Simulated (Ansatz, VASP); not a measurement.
**Se in VASP and in Ansatz**

```xyz
1
Lattice="3.3731 0.0000 0.0000 -1.6865 2.9212 0.0000 0.0000 0.0000 2.4478" Properties=species:S:1:pos:R:3 pbc="T T T"
Se    0.0000    0.0000    0.0000
```

Alike in both runs: functional r2SCAN; k mesh 18 × 18 × 22; occupations gaussian, width 0.1 eV; no spin polarisation.

Ansatz relaxed the structure, and its values are those at the end. VASP's run is a single point on that final structure, the one shown.

```csv
,VASP,Ansatz
version,VASP 6.6.1,Ansatz 0.2.0
potentials or method,"VASP PAW PBE potentials, release 64 (Se)","scalar-relativistic, plane waves, PAW"
plane-wave cutoff (eV),520,500
valence electrons in the cell,6,16
```

```tsv
	VASP	Ansatz	Ansatz less VASP
gap on the k mesh at the Fermi level (eV)	none	none	-
pressure (GPa)	-0.1	0.0	+0.06
```

A gap of «none» marks a metal or a gap that the smearing closes. The two sets of potentials don't hold the same shells in valence.

Caveats: the PAW data sets were made with another functional, which shifts forces and pressure a little (VASP).
